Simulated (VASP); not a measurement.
# Se (R-3m) in VASP: further runs, part 2 of 2

VASP 6.6.1.

### Step 3. Relaxation of cell and atoms, PBE, target pressure 110 GPa, at which the enthalpy is minimised

This run uses another cell than the first one, of 12.51 Å³/atom, 1.106 times its volume.

Contents of INCAR:

```
SYSTEM = Se
  ALGO = Fast
  EDIFF = 1E-7
  EDIFFG = -0.002
  ENCUT = 520
  GGA = PE
  IBRION = 2
  ISIF = 3
  ISMEAR = 0
  LASPH = .TRUE.
  LCHARG = .FALSE.
  LREAL = .FALSE.
  LWAVE = .FALSE.
  NELM = 60
  NSW = 80
  PREC = Accurate
  PSTRESS = 1100.0
  SIGMA = 1.0
```

Contents of KPOINTS:

```
k-points
0
G
  15 15 15
  0 0 0
```

Contents of POSCAR:

```
Se                                      
1.0
    1.9697050379      1.1372100112      0.9311221374
   -1.9697050379      1.1372100112      0.9311221374
    0.0000000000     -2.2744200224      0.9311221374
  Se            
     1
Direct
     0.0000000000000000    0.0000000000000000    0.0000000000000000
```

Potentials or basis: VASP PAW PBE potentials, release 64 (Se).

On the command line:

```
> cat potpaw_PBE.64/Se/POTCAR > POTCAR
> mpirun -np 1 vasp_std > vasp.out
```

OUTCAR:

```text
SYSTEM = Se
   EDIFF = 1E-7
   EDIFFG = -0.002
   ENCUT = 520
   GGA = PE
   IBRION = 2
   ISIF = 3
   ISMEAR = 0
   LASPH = .TRUE.
   LREAL = .FALSE.
   NELM = 60
   NSW = 80
   PREC = Accurate
   PSTRESS = 1100.0

 ion  position               nearest neighbor table
   1  0.000  0.000  0.000-

  LATTYP: Found a trigonal (rhomboedric) cell.
 ALAT       =     2.4576356485
 COS(alpha) =    -0.2846871828

  Lattice vectors:

 A1 = (   1.9697050379,   1.1372100112,   0.9311221374)
 A2 = (  -1.9697050379,   1.1372100112,   0.9311221374)
 A3 = (   0.0000000000,  -2.2744200224,   0.9311221374)

Analysis of symmetry for initial positions (statically):
=====================================================================
 Subroutine PRICEL returns:
 Original cell was already a primitive cell.

 Routine SETGRP: Setting up the symmetry group for a
 trigonal (rhombohedral) supercell.

 Subroutine GETGRP returns: Found 12 space group operations
 (whereof 12 operations were pure point group operations)
 out of a pool of 12 trial point group operations.

The static configuration has the point symmetry D_3d.

Analysis of symmetry for dynamics (positions and initial velocities):
=====================================================================
 Subroutine PRICEL returns:
 Original cell was already a primitive cell.

 Routine SETGRP: Setting up the symmetry group for a
 trigonal (rhombohedral) supercell.

 Subroutine GETGRP returns: Found 12 space group operations
 (whereof 12 operations were pure point group operations)
 out of a pool of 12 trial point group operations.

The dynamic configuration has the point symmetry D_3d.

 Subroutine INISYM returns: Found 12 space group operations
 (whereof 12 operations are pure point group operations),
 and found     1 'primitive' translations

----------------------------------------------------------------------------------------

                                     Primitive cell

  volume of cell :      12.5141

  direct lattice vectors                    reciprocal lattice vectors
     1.969705038  1.137210011  0.931122137     0.253845114  0.146557509  0.357990987
    -1.969705038  1.137210011  0.931122137    -0.253845114  0.146557509  0.357990987
     0.000000000 -2.274420022  0.931122137     0.000000000 -0.293115018  0.357990987

  length of vectors
     2.457635648  2.457635648  2.457636033     0.462681308  0.462681308  0.462681274

  position of ions in fractional coordinates (direct lattice)
     0.000000000  0.000000000  0.000000000

  ion indices of the primitive-cell ions
   primitive index   ion index
                 1           1

----------------------------------------------------------------------------------------

 KPOINTS: k-points

Automatic generation of k-mesh.
 Grid dimensions read from file:
 generate k-points for:   15   15   15

 Generating k-lattice:

  Cartesian coordinates                     Fractional coordinates (reciprocal lattice)
     0.016923008  0.009770501  0.023866066     0.066666667 -0.000000000  0.000000000
    -0.016923008  0.009770501  0.023866066    -0.000000000  0.066666667  0.000000000
     0.000000000 -0.019541001  0.023866066     0.000000000  0.000000000  0.066666667

  Length of vectors
     0.030845421  0.030845421  0.030845418

  Shift w.r.t. Gamma in fractional coordinates (k-lattice)
     0.000000000  0.000000000  0.000000000

 Subroutine IBZKPT returns following result:
 ===========================================

 Found    344 irreducible k-points:

 Following reciprocal coordinates:
            Coordinates               Weight
  0.000000  0.000000  0.000000      1.000000
  0.066667 -0.000000  0.000000      6.000000
  0.133333 -0.000000  0.000000      6.000000
  0.200000  0.000000  0.000000      6.000000
  0.266667 -0.000000  0.000000      6.000000
  0.333333 -0.000000  0.000000      6.000000
[... 16 lines left out ...]
  0.133333  0.133333  0.000000      6.000000
  0.200000  0.133333  0.000000     12.000000
 [... further k-points ...]
   k-points           NKPTS =    344   k-points in BZ     NKDIM =    344   number of bands    NBANDS=      7
   number of dos      NEDOS =    301   number of ions     NIONS =      1
   total plane-waves  NPLWV =   5832
   dimension x,y,z NGX =    18 NGY =   18 NGZ =   18
   dimension x,y,z NGXF=    36 NGYF=   36 NGZF=   36
   ions per type =               1
   NGX,Y,Z   is equivalent  to a cutoff of  12.18, 12.18, 12.18 a.u.
   NGXF,Y,Z  is equivalent  to a cutoff of  24.35, 24.35, 24.35 a.u.
 SYSTEM =  Se
   PREC   = accura    normal or accurate (medium, high low for compatibility)
   ISTART =      0    job   : 0-new  1-cont  2-samecut
   ICHARG =      2    charge: 1-file 2-atom 10-const
   ISPIN  =      1    spin polarized calculation?
   LNONCOLLINEAR =      F non collinear calculations
   LSORBIT =      F    spin-orbit coupling
   LASPH  =      T    aspherical Exc in radial PAW
   ENCUT  =  520.0 eV  38.22 Ry    6.18 a.u.   4.57  4.57  4.57*2*pi/ulx,y,z
   NELM   =     60;   NELMIN=  2; NELMDL= -5     # of ELM steps
   EDIFF  = 0.1E-06   stopping-criterion for ELM
   LREAL  =      F    real-space projection
   EDIFFG = -.2E-02   stopping-criterion for IOM
   NSW    =     80    number of steps for IOM
   IBRION =      2    ionic relax: 0-MD 1-quasi-New 2-CG
   NFREE  =      1    steps in history (QN), initial steepest desc. (CG)
   ISIF   =      3    stress and relaxation
   ISYM   =      2    0-nonsym 1-usesym 2-fastsym
   POTIM  = 0.5000    time-step for ionic-motion
   TEBEG  =    0.0;   TEEND  =   0.0 temperature during run
   PSTRESS= 1100.0 pullay stress
   NELECT =       6.0000    total number of electrons
   NUPDOWN=      -1.0000    fix difference up-down
   EMIN   =  10.00;   EMAX   =-10.00  energy-range for DOS
   EFERMI =   0.00;   METHOD = LEGACY
   ISMEAR =     0;   SIGMA  =   1.00  broadening in eV -4-tet -1-fermi 0-gaus
   EFERMI_NEDOS =   21; number of points for ismear=-14 and -15
   IALGO  =     68    algorithm
   IMIX   =      4    mixing-type and parameters
     AMIX     =   0.40;   BMIX     =  1.00
     AMIX_MAG =   1.60;   BMIX_MAG =  1.00
  volume/ion in A,a.u.               =      12.51        84.45
  Fermi-wavevector in a.u.,A,eV,Ry     =   1.281323  2.421350 22.337894  1.641789
  Thomas-Fermi vector in A             =   2.413700
   LORBIT       =      0    0 simple, 1 ext, 2 COOP (PROOUT), +10 PAW based schemes
   GGA     = PE    functional components
   LHFCALC =     F    Hartree Fock is set to
   AEXX    =    0.0000 exact exchange contribution
   IVDW    =     0    specifies the selected vdW correction
   LEPSILON=     F    determine dielectric tensor
   LRPA    =     F    only Hartree local field effects (RPA)
 conjugate gradient relaxation of ions
 non-spin polarized calculation
 RMM-DIIS sequential band-by-band and
 Gauss-broadening in eV      SIGMA  =   1.00
  energy-cutoff  :      520.00
  volume of cell :       12.51
 maximum number of plane-waves:       354
   NGX =  9   NGY =  9   NGZ =  9

 number of electron       6.0000001 magnetization

 Free energy of the ion-electron system (eV)
  ---------------------------------------------------
  ext. energy  EPLUGINS =         0.00000000
  ---------------------------------------------------
  free energy    TOTEN  =        -1.35910472 eV

  energy without entropy =       -1.15938965  energy(sigma->0) =       -1.25924719

 E-fermi :  12.9539     XC(G=0): -12.9233

 val. band max:       12.9476643582   @ k =  -0.4667   0.2667   0.1333
 cond. band min:      12.9878933422   @ k =  -0.4000   0.1333   0.1333
 fundamental gap:      0.0402289839
 Fermi energy:        12.9539137106

 k-point     1 :       0.0000    0.0000    0.0000
  band No.  band energies     occupation
      1      -9.1302      2.00000
      2      17.3144      0.00000
      3      19.6525      0.00000
      4      19.6525      0.00000
      5      24.6098      0.00000
      6      24.6098      0.00000
      7      27.2461      0.00000
[... 221 lines left out ...]
 k-point    24 :       0.2000    0.1333    0.0000
  band No.  band energies     occupation
      1      -6.7263      2.00000
      2       9.2500      2.00000
      3      11.9194      1.85653
      4      16.4078      0.00000
      5      24.8079      0.00000
      6      27.3820      0.00000
      7      30.5034      0.00000

 [... further k-points ...]
[... 5 lines left out ...]
  --------------------------------------------------------------------------------------
  -------------------------------------------------------------------------------------
  Total        8.5908328      8.5908370      8.5920479      0.0000000      0.0000000      0.0000000
  in kB     1099.8819508   1099.8824873   1100.0375184      0.0000000      0.0000000      0.0000000
  external PRESSURE =      -0.0660145 kB  Pullay stress =    1100.0000000 kB

 VOLUME and BASIS-vectors are now :
 -----------------------------------------------------------------------------
  energy-cutoff  :      520.00
  volume of cell :       12.51
      direct lattice vectors                 reciprocal lattice vectors
     1.969705038  1.137210011  0.931122137     0.253845114  0.146557509  0.357990987
    -1.969705038  1.137210011  0.931122137    -0.253845114  0.146557509  0.357990987
     0.000000000 -2.274420022  0.931122137     0.000000000 -0.293115018  0.357990987

 POSITION                                       TOTAL-FORCE (eV/Angst)
 -----------------------------------------------------------------------------------
      0.00000      0.00000      0.00000         0.000000     -0.000000     -0.000000
 -----------------------------------------------------------------------------------
    total drift:                               -0.000000     -0.000000      0.000000

  FREE ENERGIE OF THE ION-ELECTRON SYSTEM (eV)
  ---------------------------------------------------
  free  energy   TOTEN  =        -1.3591047173 eV

  energy  without entropy=       -1.1593896541  energy(sigma->0) =       -1.25924719

  enthalpy is  TOTEN    =         7.2326501027 eV   P V=        8.5917548200

 reached required accuracy - stopping structural energy minimisation
```

CONTCAR:

```text
Se
   1.00000000000000
     1.9697050379000001    1.1372100112000001    0.9311221374000000
    -1.9697050379000001    1.1372100112000001    0.9311221374000000
     0.0000000000000000   -2.2744200224000002    0.9311221374000000
  Se
     1
Direct
     0.0000000000000000    0.0000000000000000    0.0000000000000000

  0.00000000E+00  0.00000000E+00  0.00000000E+00
```

Run time: 15 s. Hardware: 1 thread of Intel Xeon Platinum 8375C at 2.90GHz (Ice Lake), shared host; peak memory 0.14 GiB.

What came out:

- Free energy: -1.3591 eV
- Pressure after relaxing: 110.0 GPa
- Band gap on the k mesh: none (metal or under the smearing width)

Final structure:
```cif
data_structure
_symmetry_space_group_name_H-M 'P 1'
_symmetry_Int_Tables_number 1
_cell_length_a 2.4576
_cell_length_b 2.4576
_cell_length_c 2.4576
_cell_angle_alpha 106.540
_cell_angle_beta 106.540
_cell_angle_gamma 106.540
_cell_volume 12.51
loop_
_atom_site_label
_atom_site_type_symbol
_atom_site_fract_x
_atom_site_fract_y
_atom_site_fract_z
_atom_site_occupancy
Se1 Se 0.00000 0.00000 0.00000 1
```

Levels at points of the mesh, in eV from the Fermi level:
```tsv
k point	band 1	band 2	band 3	band 4	band 5	band 6	band 7
(0.00, 0.00, 0.00)	-22.08	4.36	6.70	6.70	11.66	11.66	14.29
```

Caveat: the relaxation stopped at its first step, so nothing moved; the cell is relaxed towards a set pressure, so the enthalpy falls and the energy may rise.
